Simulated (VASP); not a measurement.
Set up this calculation in VASP 6.6.1, as the native input.

| Property | Result |
| --- | --- |
| Task | relaxation of cell and atoms |
| Functional | rev-vdW-DF2 |
| Potentials or basis | VASP PAW PBE potentials, release 64 (Al, O) |
| Cutoff | 600 eV |
| k mesh | 9 × 9 × 7 |
| Occupations | gaussian, width 0.03 eV |
| Spin | no spin polarisation |
| Further INCAR settings | ALGO = Normal; EDIFF = 1e-07; IBRION = 2; EDIFFG = -0.005; NSW = 90; ISIF = 3 |

The structure of Al2O3 lies in POSCAR:

```
Al2O3                                   
1.0
    2.3941420802      1.3822585763      4.3515937167
   -2.3941420802      1.3822585763      4.3515937167
    0.0000000000     -2.7645171526      4.3515937167
  Al              O             
     4     6
Direct
     0.3522291426424163    0.3522291426424163    0.3522291426424163
     0.1477708573575836    0.1477708573575836    0.1477708573575836
     0.6477708573575837    0.6477708573575837    0.6477708573575837
     0.8522291426424163    0.8522291426424163    0.8522291426424163
     0.5560328336672676    0.9439671663327324    0.2500000000000000
     0.2499999999999969    0.5560328336672646    0.9439671663327385
     0.9439671663327354    0.2500000000000031    0.5560328336672615
     0.4439671663327324    0.0560328336672676    0.7500000000000000
     0.7500000000000030    0.4439671663327354    0.0560328336672615
     0.0560328336672646    0.7499999999999970    0.4439671663327385
```

The input as run:

INCAR

```
AGGAC    = 0.0          
ALGO     = Normal         # electronic algorithm
EDIFF    = 1E-7           # SCF threshold, eV
EDIFFG   = -0.005         # ionic threshold
ENCUT    = 600            # plane-wave cutoff, eV
GGA      = MK             # functional
IBRION   = 2              # ionic algorithm
ISIF     = 3              # what is computed and relaxed
ISMEAR   = 0              # smearing method
KPAR     = 2            
LASPH    = True           # aspherical terms in the spheres
LCHARG   = False          # write CHGCAR
LREAL    = False          # projectors in reciprocal space
LUSE_VDW = True         
LWAVE    = False          # write WAVECAR
NELM     = 80             # most SCF steps
NSW      = 90             # ionic steps
PARAM1   = 0.1234       
PARAM2   = 0.711357     
PREC     = Accurate       # precision mode
SIGMA    = 0.03           # smearing width, eV
ZAB_VDW  = -1.8867
```

KPOINTS

```
k-points
0
Gamma
  9 9 7
```

Potentials or basis: VASP PAW PBE potentials, release 64 (Al, O).

The run is started by

```sh
$ cat potpaw_PBE.64/Al/POTCAR potpaw_PBE.64/O/POTCAR > POTCAR
$ mpirun -np 2 vasp_std > vasp.out
```

Results of the run:

```
Relaxed volume                         : 8.64 Å³/atom
Relaxed cell                           : a = 5.155 Å, b = 5.155 Å, c = 5.155 Å, α = 55.36°, β = 55.36°, γ = 55.36°
Space group after relaxing (to 0.05 Å) : R-3c (No. 167)
Energy gained by relaxing              : 0.0 meV/atom
Ionic steps                            : 2
Pressure after relaxing                : -0.1 GPa
Largest force after relaxing           : 0.004 eV/Å
Band gap on the k mesh                 : 6.09 eV, direct
```

Caveat: the PAW data sets were made with another functional, which shifts forces and pressure a little; an odd mesh through Γ misses points on the zone boundary, where band edges often lie.

Run time: 6.9 min on 2 MPI ranks on Intel(R) Xeon(R) 6975P-C (Granite Rapids), on a shared host, peak memory 0.9 GiB a rank.
